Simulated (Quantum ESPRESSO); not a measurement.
The system is TiO2.

```
CELL_PARAMETERS angstrom
4.59984 0.00000 0.00000
0.00000 4.59984 0.00000
0.00000 0.00000 2.95921
ATOMIC_POSITIONS crystal
Ti 0.00000 0.00000 0.50000
Ti 0.50000 0.50000 0.00000
O 0.30432 0.30432 0.50000
O 0.19568 0.80432 0.00000
O 0.80432 0.19568 0.00000
O 0.69568 0.69568 0.50000
```

The cell is a database's computed one.

Base run:

| Item | Value |
| --- | --- |
| Program | Quantum ESPRESSO 7.5 |
| Functional | PBE |
| Potentials or basis | PseudoDojo 0.4.1 SR PBE standard |
| Cutoff | 1143 eV |
| Density cutoff | 4572 eV |
| k mesh | 4 × 4 × 6, shifted |
| Occupations | fermi-dirac, width 0.05 eV |
| Spin | no spin polarisation |

Its results: pressure 3.6 GPa; largest force 0.018 eV/Å; electronic dielectric tensor (diagonal) 7.33, 7.33, 8.60.

The run is repeated on the same cell with these changes: functional from PBE to WC. What comes out?

Pressure -2.7 GPa; largest force 0.062 eV/Å; electronic dielectric tensor (diagonal) 7.39, 7.39, 8.66.

WC binds more tightly than PBE, so the same cell stands under less pressure.

Caveats: the cell is more than 3 GPa from zero pressure, which shifts response properties (some runs); the potentials were made for another functional, which shifts forces and pressure (some runs).
